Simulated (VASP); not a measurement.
# SiC (Moissanite 3C) (F-43m) in VASP: settings compared, part 2 of 2

VASP 6.6.1. Earlier steps stand in the parts before.

### Step 3. Relaxation of cell and atoms, PBE, target pressure 2 GPa, at which the enthalpy is minimised

Input file INCAR:

```
SYSTEM = SiC
PREC = Accurate
ENCUT = 600
EDIFF = 1E-6
ISMEAR = -1
SIGMA = 0.05
LREAL = .False.
LASPH = .True.
NELM = 100
ALGO = Fast
ISIF = 3
LWAVE = .False.
LCHARG = .False.
GGA = PE
IBRION = 2
NSW = 60
EDIFFG = -0.005
PSTRESS = 20
```

Input file KPOINTS:

```
Automatic mesh
0
Gamma
  10 10 10
  0 0 0
```

Input file POSCAR:

```
SiC
1.0
    0.0000000000      2.1790000000      2.1790000000
    2.1790000000      0.0000000000      2.1790000000
    2.1790000000      2.1790000000      0.0000000000
Si C
1 1
Direct
    0.0000000000      0.0000000000      0.0000000000
    0.7500000000      0.7500000000      0.7500000000
```

Potentials or basis: VASP PAW PBE potentials, release 64 (Si, C).

Run with:

```bash
cat potpaw_PBE.64/Si/POTCAR potpaw_PBE.64/C/POTCAR > POTCAR
mpirun -np 1 vasp_std > vasp.out
```

OUTCAR:

```text
SYSTEM = SiC
   PREC = Accurate
   ENCUT = 600
   EDIFF = 1E-6
   ISMEAR = -1
   LREAL = .False.
   LASPH = .True.
   NELM = 100
   ISIF = 3
   GGA = PE
   IBRION = 2
   NSW = 60
   EDIFFG = -0.005
   PSTRESS = 20

 ion  position               nearest neighbor table
   1  0.000  0.000  0.000-   2 1.89   2 1.89   2 1.89   2 1.89
   2  0.750  0.750  0.750-   1 1.89   1 1.89   1 1.89   1 1.89

  LATTYP: Found a face centered cubic cell.
 ALAT       =     4.3580000000

  Lattice vectors:

 A1 = (   0.0000000000,   2.1790000000,   2.1790000000)
 A2 = (   2.1790000000,   0.0000000000,   2.1790000000)
 A3 = (   2.1790000000,   2.1790000000,   0.0000000000)

Analysis of symmetry for initial positions (statically):
=====================================================================
 Subroutine PRICEL returns:
 Original cell was already a primitive cell.

 Routine SETGRP: Setting up the symmetry group for a
 face centered cubic supercell.

 Subroutine GETGRP returns: Found 24 space group operations
 (whereof 24 operations were pure point group operations)
 out of a pool of 48 trial point group operations.

The static configuration has the point symmetry T_d .

Analysis of symmetry for dynamics (positions and initial velocities):
=====================================================================
 Subroutine PRICEL returns:
 Original cell was already a primitive cell.

 Routine SETGRP: Setting up the symmetry group for a
 face centered cubic supercell.

 Subroutine GETGRP returns: Found 24 space group operations
 (whereof 24 operations were pure point group operations)
 out of a pool of 48 trial point group operations.

The dynamic configuration has the point symmetry T_d .

 Subroutine INISYM returns: Found 24 space group operations
 (whereof 24 operations are pure point group operations),
[... 127 lines left out ...]
 conjugate gradient relaxation of ions
 non-spin polarized calculation
 RMM-DIIS sequential band-by-band and
  energy-cutoff  :      600.00
  volume of cell :       20.69
 maximum number of plane-waves:       701
 NGX is ok and might be reduce to    28
   NGX = 13   NGY = 13   NGZ = 13

--------------------------------------- Ionic step        1  -------------------------------------------

 number of electron       8.0000000 magnetization

 Free energy of the ion-electron system (eV)
  ---------------------------------------------------
  ext. energy  EPLUGINS =         0.00000000
  ---------------------------------------------------
  free energy    TOTEN  =       -15.05912000 eV

  energy without entropy =      -15.05911998  energy(sigma->0) =      -15.05911999

------------------------ aborting loop because EDIFF is reached ----------------------------------------

  FORCE on cell =-STRESS in cart. coord.  units (eV):
  Direction    XX          YY          ZZ          XY          YZ          ZX
  --------------------------------------------------------------------------------------
  -------------------------------------------------------------------------------------
  Total        0.3971301      0.3971301      0.3971301     -0.0000000      0.0000000     -0.0000000
  in kB       30.7497589     30.7497589     30.7497589     -0.0000000      0.0000000     -0.0000000
  external PRESSURE =      10.7497589 kB  Pullay stress =      20.0000000 kB
[... 63 lines left out ...]
--------------------------------------- Ionic step        3  -------------------------------------------

 number of electron       8.0000000 magnetization

 Free energy of the ion-electron system (eV)
  ---------------------------------------------------
  ext. energy  EPLUGINS =         0.00000000
  ---------------------------------------------------
  free energy    TOTEN  =       -15.06069195 eV

  energy without entropy =      -15.06069193  energy(sigma->0) =      -15.06069194

 E-fermi :   8.7525     XC(G=0): -11.3352

 val. band max:        8.0522941634   @ k =   0.0000   0.0000   0.0000
 cond. band min:       9.4143756084   @ k =   0.5000   0.5000   0.0000
 fundamental gap:      1.3620814450
 Fermi energy:         8.7524904308

 k-point     1 :       0.0000    0.0000    0.0000
  band No.  band energies     occupation
      1      -7.3131      2.00000
      2       8.0523      2.00000
      3       8.0523      2.00000
      4       8.0523      2.00000
      5      14.2297      0.00000
      6      15.3273      0.00000
      7      15.3273      0.00000
      8      15.3273      0.00000
[... 243 lines left out ...]
 k-point    24 :       0.4000    0.3000    0.0000
  band No.  band energies     occupation
      1      -4.1849      2.00000
      2       2.4779      2.00000
      3       4.9110      2.00000
      4       5.4355      2.00000
      5      10.9192      0.00000
      6      13.6577      0.00000
      7      19.6229      0.00000
      8      19.9393      0.00000

 [... further k-points ...]

------------------------ aborting loop because EDIFF is reached ----------------------------------------

  FORCE on cell =-STRESS in cart. coord.  units (eV):
  Direction    XX          YY          ZZ          XY          YZ          ZX
  --------------------------------------------------------------------------------------
  -------------------------------------------------------------------------------------
  Total        0.2610112      0.2610112      0.2610112     -0.0000000      0.0000000      0.0000000
  in kB       20.1133147     20.1133147     20.1133147     -0.0000000      0.0000000      0.0000000
  external PRESSURE =       0.1133147 kB  Pullay stress =      20.0000000 kB
[... 21 lines left out ...]
  energy  without entropy=      -15.0606919323  energy(sigma->0) =      -15.06069194

  enthalpy is  TOTEN    =       -14.8011512238 eV   P V=        0.2595407248

 reached required accuracy - stopping structural energy minimisation
```

OSZICAR:

```text
N       E                     dE             d eps       ncg     rms          rms(c)
DAV:   1     0.671175182849E+01    0.67118E+01   -0.44030E+03   768   0.950E+02
DAV:   2    -0.164937845271E+02   -0.23206E+02   -0.22187E+02  1072   0.115E+02
DAV:   3    -0.169119879030E+02   -0.41820E+00   -0.41820E+00   880   0.191E+01
DAV:   4    -0.169133592226E+02   -0.13713E-02   -0.13713E-02  1128   0.117E+00
[... 20 lines left out ...]
DAV:   1    -0.150608483677E+02    0.81563E-03   -0.74601E-03   872   0.757E-01    0.979E-02
RMM:   2    -0.150607196791E+02    0.12869E-03   -0.14889E-04   752   0.102E-01    0.490E-02
RMM:   3    -0.150606958045E+02    0.23875E-04   -0.57745E-05   752   0.633E-02    0.122E-02
RMM:   4    -0.150606918951E+02    0.39094E-05   -0.61098E-06   752   0.216E-02    0.504E-03
RMM:   5    -0.150606919486E+02   -0.53505E-07   -0.11718E-06   527   0.945E-03
   3 F= -.14801151E+02 E0= -.14801151E+02  d E =-.329256E-03
```

CONTCAR:

```text
SiC
   1.00000000000000
    -0.0000000000000000    2.1824888553817705    2.1824888553817705
     2.1824888553817705    0.0000000000000000    2.1824888553817705
     2.1824888553817705    2.1824888553817705   -0.0000000000000000
  Si              C
     1     1
Direct
     0.0000000000000000    0.0000000000000000    0.0000000000000000
     0.7500000000000000    0.7500000000000000    0.7500000000000000

  0.00000000E+00  0.00000000E+00  0.00000000E+00
  0.00000000E+00  0.00000000E+00  0.00000000E+00
```

Run time: 14 s. Hardware: 1 thread of Intel Xeon 6975P-C (Granite Rapids), shared host; peak memory 0.15 GiB.

Results:

```yaml
Free_energy: -15.0607 eV
Relaxed_volume: 10.40 Å³/atom
Relaxed_cell: a = 3.087 Å, b = 3.087 Å, c = 3.087 Å, α = 60.00°, β = 60.00°, γ = 60.00°
Space_group_after_relaxing_to_0.05_Å: F-43m (No. 216)
Energy_change_on_relaxing_the_enthalpy_is_what_falls: -0.8 meV/atom
Ionic_steps: 3
Pressure_after_relaxing: 2.0 GPa
Band_gap_on_the_k_mesh: 1.36 eV, indirect (least direct gap 4.54 eV)
```

The path:
| step | energy change (eV) | largest force (eV/Å) | pressure (GPa) | volume (Å³) |
| --- | --- | --- | --- | --- |
| 1 | 0.0000 | 0.0000 | 3.07 | 20.69 |
| 2 | -0.0025 | 0.0000 | 0.86 | 20.90 |
| 3 | -0.0016 | 0.0000 | 2.01 | 20.79 |

Final structure:
```yaml
crystal:
  lattice:
    - [0.00000, 2.18249, 2.18249]
    - [2.18249, 0.00000, 2.18249]
    - [2.18249, 2.18249, 0.00000]
  atoms:
    - { symbol: Si, position: [0.00000, 0.00000, 0.00000] }
    - { symbol: C, position: [0.75000, 0.75000, 0.75000] }
```

Caveat: the cell is relaxed towards a set pressure, so the enthalpy falls and the energy may rise.

### Step 4. Relaxation of cell and atoms, PBE, target pressure 5 GPa, at which the enthalpy is minimised

Changes to INCAR since step 3:

```diff
@@ -17,2 +17,2 @@
 EDIFFG = -0.005
-PSTRESS = 20
+PSTRESS = 50
```

KPOINTS is that of step 3.

POSCAR is that of step 3.

Run with:

```bash
cat potpaw_PBE.64/Si/POTCAR potpaw_PBE.64/C/POTCAR > POTCAR
mpirun -np 1 vasp_std > vasp.out
```

Run time: 20 s. Hardware: 1 thread of Intel Xeon 6975P-C (Granite Rapids), shared host; peak memory 0.14 GiB.

Results (log left out):

```yaml
Free_energy: -15.0547 eV
Relaxed_volume: 10.26 Å³/atom
Relaxed_cell: a = 3.073 Å, b = 3.073 Å, c = 3.073 Å, α = 60.00°, β = 60.00°, γ = 60.00°
Space_group_after_relaxing_to_0.05_Å: F-43m (No. 216)
Energy_change_on_relaxing_the_enthalpy_is_what_falls: +2.2 meV/atom
Ionic_steps: 3
Pressure_after_relaxing: 5.0 GPa
Band_gap_on_the_k_mesh: 1.35 eV, indirect (least direct gap 4.55 eV)
```

Step by step:
```tsv
step	energy change (eV)	largest force (eV/Å)	pressure (GPa)	volume (Å³)
1	0.0000	0.0000	3.07	20.69
2	0.0118	0.0000	7.26	20.32
3	0.0044	0.0000	5.00	20.52
```

Final structure:
```cif
data_structure
_symmetry_space_group_name_H-M 'P 1'
_symmetry_Int_Tables_number 1
_cell_length_a 3.0728
_cell_length_b 3.0728
_cell_length_c 3.0728
_cell_angle_alpha 60.000
_cell_angle_beta 60.000
_cell_angle_gamma 60.000
_cell_volume 20.52
loop_
_atom_site_label
_atom_site_type_symbol
_atom_site_fract_x
_atom_site_fract_y
_atom_site_fract_z
_atom_site_occupancy
Si1 Si 0.00000 0.00000 0.00000 1
C1 C 0.75000 0.75000 0.75000 1
```

Levels at points of the mesh, in eV from the valence-band top:
| k point | band 1 | band 2 | band 3 | band 4 | band 5 | band 6 | band 7 | band 8 |
| --- | --- | --- | --- | --- | --- | --- | --- | --- |
| (0.00, 0.00, 0.00) | -15.47 | 0.00 | 0.00 | 0.00 | 6.33 | 7.37 | 7.37 | 7.37 |
| (0.50, 0.00, 0.00) | -11.87 | -8.58 | -1.05 | -1.05 | 5.51 | 7.26 | 7.26 | 10.10 |
| (0.50, 0.50, 0.00) | -10.41 | -7.82 | -3.20 | -3.20 | 1.35 | 4.35 | 14.13 | 14.13 |

Caveat: the cell is relaxed towards a set pressure, so the enthalpy falls and the energy may rise.

### Step 5. Relaxation of cell and atoms, PBE, target pressure 10 GPa, at which the enthalpy is minimised

Changes to INCAR since step 4:

```diff
@@ -17,2 +17,2 @@
 EDIFFG = -0.005
-PSTRESS = 50
+PSTRESS = 100
```

KPOINTS is that of step 4.

POSCAR is that of step 4.

Run with:

```bash
cat potpaw_PBE.64/Si/POTCAR potpaw_PBE.64/C/POTCAR > POTCAR
mpirun -np 1 vasp_std > vasp.out
```

It took 22 s on 1 thread of Intel Xeon 6975P-C (Granite Rapids), shared host; peak memory 0.14 GiB.

It converged, with:

```yaml
Free_energy: -15.0354 eV
Relaxed_volume: 10.05 Å³/atom
Relaxed_cell: a = 3.052 Å, b = 3.052 Å, c = 3.052 Å, α = 60.00°, β = 60.00°, γ = 60.00°
Space_group_after_relaxing_to_0.05_Å: F-43m (No. 216)
Energy_change_on_relaxing_the_enthalpy_is_what_falls: +11.9 meV/atom
Ionic_steps: 3
Pressure_after_relaxing: 10.0 GPa
Band_gap_on_the_k_mesh: 1.33 eV, indirect (least direct gap 4.57 eV)
```

The path:
| step | energy change (eV) | largest force (eV/Å) | pressure (GPa) | volume (Å³) |
| --- | --- | --- | --- | --- |
| 1 | 0.0000 | 0.0000 | 3.07 | 20.69 |
| 2 | 0.0895 | 0.0000 | 19.69 | 19.38 |
| 3 | 0.0238 | 0.0000 | 9.95 | 20.10 |

Final structure:
```
Si C
1.0
     0.00000    2.15801    2.15801
     2.15801    0.00000    2.15801
     2.15801    2.15801    0.00000
Si C
1 1
Direct
  0.00000 0.00000 0.00000
  0.75000 0.75000 0.75000
```

Levels at points of the mesh, in eV from the valence-band top:
```csv
k point,band 1,band 2,band 3,band 4,band 5,band 6,band 7,band 8
"(0.00, 0.00, 0.00)",-15.63,0.00,0.00,0.00,6.58,7.51,7.51,7.51
"(0.50, 0.00, 0.00)",-11.96,-8.70,-1.06,-1.06,5.70,7.35,7.35,10.22
"(0.50, 0.50, 0.00)",-10.48,-7.89,-3.24,-3.24,1.33,4.43,14.38,15.17
```

Caveat: the cell is relaxed towards a set pressure, so the enthalpy falls and the energy may rise.

### Step 6. Relaxation of cell and atoms, PBE, target pressure 20 GPa, at which the enthalpy is minimised

Changes to INCAR since step 5:

```diff
@@ -17,2 +17,2 @@
 EDIFFG = -0.005
-PSTRESS = 100
+PSTRESS = 200
```

KPOINTS is that of step 5.

POSCAR is that of step 5.

Potentials or basis: VASP PAW PBE potentials, release 64 (Si, C).

Run with:

```bash
cat potpaw_PBE.64/Si/POTCAR potpaw_PBE.64/C/POTCAR > POTCAR
mpirun -np 1 vasp_std > vasp.out
```

Run time: 20 s. Hardware: 1 thread of Intel Xeon 6975P-C (Granite Rapids), shared host; peak memory 0.15 GiB.

It converged, with:

- Free energy: -14.9674 eV
- Relaxed volume: 9.68 Å³/atom
- Relaxed cell: a = 3.014 Å, b = 3.014 Å, c = 3.014 Å, α = 60.00°, β = 60.00°, γ = 60.00°
- Space group after relaxing (to 0.05 Å): F-43m (No. 216)
- Energy change on relaxing (the enthalpy is what falls): +45.9 meV/atom
- Ionic steps: 4
- Pressure after relaxing: 20.0 GPa
- Band gap on the k mesh: 1.29 eV, indirect (least direct gap 4.61 eV)

The path:
```tsv
step	energy change (eV)	largest force (eV/Å)	pressure (GPa)	volume (Å³)
1	0.0000	0.0000	3.07	20.69
2	0.4812	0.0000	52.67	17.59
3	0.0882	0.0000	19.53	19.39
4	0.0918	0.0000	19.95	19.36
```

Final structure:
```
Si C
1.0
     0.00000    2.13133    2.13133
     2.13133    0.00000    2.13133
     2.13133    2.13133    0.00000
Si C
1 1
Cartesian
  0.0000 0.0000 0.0000
  3.1970 3.1970 3.1970
```

Levels at points of the mesh, in eV from the valence-band top:
```
           k point  band 2  band 3  band 4  band 5  band 6  band 7
(0.00, 0.00, 0.00)    0.00    0.00    0.00    7.02    7.79    7.79
(0.50, 0.00, 0.00)   -8.91   -1.06   -1.06    6.05    7.50    7.50
(0.50, 0.50, 0.00)   -8.01   -3.31   -3.31    1.29    4.56   14.82
```

Caveat: the cell is relaxed towards a set pressure, so the enthalpy falls and the energy may rise.

### Step 7. For comparison

An earlier run on the cell as given: functional PBE; potentials or basis VASP PAW PBE potentials, release 64 (Si, C); cutoff 520 eV; k mesh 10 × 10 × 10; occupations fermi-dirac, width 0.05 eV; no spin polarisation.

- Pressure: 3.2 GPa
- Band gap on the k mesh: 1.36 eV, indirect (least direct gap 4.54 eV)

### Step 8. Overview

| task | level | cell | k mesh | cutoff (eV) | grid for exact exchange (PRECFOCK) | exchange at q = 0 | target pressure | mesh quality | gap on the mesh (eV) | pressure (GPa) |
| --- | --- | --- | --- | --- | --- | --- | --- | --- | --- | --- |
| relaxation of cell and atoms | HF | relaxed | 5 × 5 × 5 | 600 | Normal | default | - | coarse | 9.43 | -0.1 |
| relaxation of cell and atoms | PBE | relaxed to 2 GPa | 10 × 10 × 10 | 600 | - | - | 2 GPa | not flagged | 1.36 | 2.0 |
| relaxation of cell and atoms | PBE | relaxed to 5 GPa | 10 × 10 × 10 | 600 | - | - | 5 GPa | not flagged | 1.35 | 5.0 |
| relaxation of cell and atoms | PBE | relaxed to 10 GPa | 10 × 10 × 10 | 600 | - | - | 10 GPa | not flagged | 1.33 | 10.0 |
| relaxation of cell and atoms | PBE | relaxed to 20 GPa | 10 × 10 × 10 | 600 | - | - | 20 GPa | not flagged | 1.29 | 20.0 |
| single point | PBE | as given | 10 × 10 × 10 | 520 | - | - | - | not flagged | 1.36 | 3.2 |

Alike in all rows: potentials or basis VASP PAW PBE potentials, release 64 (Si, C); no spin polarisation; smearing fermi-dirac 0.05 eV.

Caveats: some runs use coarse meshes; the cell is relaxed towards a set pressure, so the enthalpy falls and the energy may rise (some runs); the relaxation stopped at its first step, so nothing moved (some runs); the PAW data sets were made with another functional, which shifts forces and pressure a little (some runs); an odd mesh through Γ misses points on the zone boundary, where band edges often lie (some runs).

Absolute energies hang on the potentials; compare differences alone.
